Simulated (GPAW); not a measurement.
Wanted: an ASE script for a GPAW 26.7.0 run.

* Task: band structure
* Functional: PBEsol
* Potentials or basis: PAW data sets generated in the run's folder for this functional
* Cutoff: 800 eV
* Basis: pw
* k mesh: 8 × 8 × 8
* Occupations: fermi-dirac, width 0.05 eV
* Spin: collinear spin, ferromagnetic start
* Starting moments: [3.0, 0.0] μB
* Maxiter: 150
* Band path: GXYSGZS1NPY1Z,XP
* Band points: 60

Crystal: FeO.

```
Fe O
1.0
    -1.60210    1.60210    2.08339
     1.60210   -1.60210    2.08339
     1.60210    1.60210   -2.08339
Fe O
1 1
Direct
  0.00000 0.00000 0.00000
  0.50000 0.50000 0.00000
```

The cell comes from a database or a generator and needn't be the stable form of this composition.

The input as run:

run.py

```python
from ase import Atoms
from ase.dft.bandgap import bandgap
from ase.io import write
from ase.units import GPa
from gpaw import GPAW, PW, setup_paths

setup_paths.insert(0, '.')

atoms = Atoms(['Fe', 'O'],
              cell=[[-1.602103413, 1.602103413, 2.08339225],
                    [1.602103413, -1.602103413, 2.08339225],
                    [1.602103413, 1.602103413, -2.08339225]],
              scaled_positions=[[0.0, 0.0, 0.0],
                                [0.5, 0.5, 0.0]],
              pbc=True)
atoms.set_initial_magnetic_moments([3.0, 0.0])

calc = GPAW(mode=PW(800),
            xc='PBEsol',
            kpts={'size': (8, 8, 8), 'gamma': True},
            occupations={'name': 'fermi-dirac', 'width': 0.05},
            nbands=17,
            convergence={'density': 1e-05, 'energy': 1e-05},
            maxiter=150,
            txt='gpaw.txt')
atoms.calc = calc
energy = atoms.get_potential_energy()
forces = atoms.get_forces()
stress = atoms.get_stress()
calc.write('gs.gpw')
write('result.traj', atoms)
print(f'Energy: {energy:.6f} eV')
print('Forces (eV/A):')
print(forces.round(4))
print('Stress (GPa):', (stress / GPa).round(3))
print('Moments:', calc.get_magnetic_moments().round(3))
print('Fermi level:', round(calc.get_fermi_level(), 4), 'eV')
print(f'Gap: {bandgap(calc)[0]:.4f} eV, direct: {bandgap(calc, direct=True)[0]:.4f} eV')

path = atoms.cell.bandpath('GXYSGZS1NPY1Z,XP', npoints=60, eps=1e-4)
bs_calc = calc.fixed_density(kpts=path, symmetry='off', nbands=26,
                             convergence={'bands': 'CBM+6.0', 'eigenstates': 1e-6}, txt='bands.txt')
bs = bs_calc.band_structure()
bs.write('bs.json')
print(f'Gap on the path: {bandgap(bs_calc)[0]:.4f} eV')
```

Potentials or basis: PAW data sets generated in the run's folder for this functional, pw.

Launch:

```bash
$ gpaw-setup -f PBEsol Fe O
$ OMP_NUM_THREADS=1 python run.py
```

It gave:

* Pressure: -15.0 GPa
* Band gap along the path: none (metal or under the smearing width)
* Net moment: 4.00 μB per cell
* Site moments: Fe +3.53; O +0.23 μB

Caveat: a cell with one magnetic atom can't hold antiferromagnetic order, which such compounds often take; semilocal functionals often make such compounds metallic where correlation or magnetic order opens a gap, which also shifts bond lengths.

Run time: 82 s on 1 thread of Arm Neoverse V2, on a shared host, peak memory 0.28 GiB.
